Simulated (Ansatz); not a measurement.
Input and command of a plane-wave DFT calculation in Ansatz:

```yaml
crystal:
  lattice:
    - [0.0, 2.2742384873, 2.1377841781]
    - [2.2742384873, 0.0, 2.1377841781]
    - [2.2742384873, 2.2742384873, 0.0]
  atoms:
    - { symbol: Ga, position: [0.0, 0.0, 0.0] }
    - { symbol: "N", position: [0.75, 0.75, 0.75] }
basis:
  ecutwfc: 420
kpoints:
  mp_grid: { grid: [10, 10, 10] }
hamiltonian:
  xc: pbe
scf:
  occupations: { method: gaussian, width: 0.05 }
output:
  forces: true
  stress: true
  eigenvalues: true
```

```bash
ansatz run input.yaml --threads 1 --pin off --max-ram 2560MiB --backend cpu --events-out ev --progress --plain --runs-dir out
```

Processor: Intel(R) Xeon(R) 6975P-C (Granite Rapids), 1 thread, on a host shared with other jobs.

How long does it run, and how much memory does it take?

About 1.4 s on 1 thread of Intel(R) Xeon(R) 6975P-C (Granite Rapids), on a shared host, peak memory 0.37 GiB. It solves 13 bands at 102 k points (the mesh reduced by the symmetry that the task leaves, which can be less than the crystal's) with about 427 plane waves, in 6 SCF iterations.
